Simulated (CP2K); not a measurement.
Hf under changes of volume

One of the cells (21.882 Å³/atom); the others are scaled copies at fixed shape and fractional positions:

```
Hf
1.0
     3.13955    0.00000    0.00000
     1.56978    2.71893    0.00000
     1.56978    0.90631    2.56344
Hf
1
Cartesian
  0.0000 0.0000 0.0000
```

This isn't the form of Hf at room conditions, which is hcp.

```yaml
Program: CP2K 2026.2
Functional: PBE
Potentials_or_basis: POTENTIAL_UZH Hf GTH-PBE-q12; TZVP-MOLOPT-PBE-GTH basis
Density_cutoff: 6123 eV
k_mesh: 10 × 10 × 10
Occupations: fermi-dirac, width 0.05 eV
Spin: no spin polarisation
```

```tsv
volume (Å³/atom)	energy over the lowest point (meV/atom)	pressure (GPa)
20.569	?	?
21.007	35.73	8.2
21.444	17.21	5.6
21.882	5.47	3.2
22.320	0.00	1.1
22.757	0.11	-0.9
23.195	5.24	-2.6
```

What does the run at 20.569 Å³/atom give?

Energy over the lowest point 61.69 meV/atom; pressure 11.0 GPa.

Worked out: A Birch-Murnaghan fit of order 3 (a polynomial in V^(-2/3)) to the other rows has its minimum at 22.53 Å³/atom with B0 = V·E''(V) = 100 GPa and B' = 4.3. It gives 61.97 meV/atom at 20.569 Å³/atom, against the run's 61.69, and -dE/dV = 11.1 GPa, against 11.0.

Energies are extrapolated to zero smearing.

Caveats: the basis of atomic orbitals isn't converged, which shifts pressures, moduli and gaps.
